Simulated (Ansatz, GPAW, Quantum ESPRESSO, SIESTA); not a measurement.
## TiTe: programs and potentials compared

```
Te Ti
1.0
     3.84200    0.00000    0.00000
    -1.92100    3.32727    0.00000
     0.00000    0.00000    6.40300
Te Ti
2 2
Direct
  0.67805 0.33332 0.75643
  0.33955 0.66616 0.24633
  0.00562 0.00333 0.49866
  0.98977 0.99807 0.00130
```

Atoms were shifted at random by some hundredths of an Å from the given cell, which wasn't relaxed again for these runs.

Alike in all runs: task single point; functional PBEsol; k mesh 8 × 8 × 4; occupations fermi-dirac, width 0.05 eV; no spin polarisation; no spin-orbit coupling. A missing gap at this level doesn't show that the real crystal is a metal. Pressure is positive in compression and, in plane waves, holds the error of the finite cutoff, which Ansatz's Pulay term estimates and takes out.

```csv
program and potentials,plane-wave cutoff (eV),notes,band gap (eV),pressure (GPa),largest force (eV/Å),energy over the undisturbed cell (meV/atom)
"Ansatz, Ansatz PAW",420,"potentials made for PBE, which Ansatz adapts in part; 14 valence electrons an atom on average",?,?,?,?
"SIESTA, files PseudoDojo sr-pbesol-0.4.1-standard, DZP (energy shift 0.003 Ry; two zetas on semicore shells)",-,atomic basis; 14 valence electrons an atom on average,no gap,5.84,0.737,10.61
"Ansatz, all-electron LAPW, scalar-relativistic",-,-,no gap,3.64,0.676,-
"GPAW, PAW data sets generated for this functional",600,9 valence electrons an atom on average,no gap,3.12,0.671,9.67
"Quantum ESPRESSO, GBRV 1.5 PBEsol",612,9 valence electrons an atom on average,no gap,3.95,0.683,9.88
```

**Question.** Estimate from the other rows what the run with Ansatz, Ansatz PAW gave.

**Answer.** No band gap; pressure 3.65 GPa; largest force 0.676 eV/Å; energy over the undisturbed cell 9.74 meV/atom. Its pressure holds a Pulay term of +0.03 GPa. The other rows, which needn't bracket it: pressure 3.12 to 5.84; largest force 0.671 to 0.737; energy over the undisturbed cell 9.67 to 10.61.
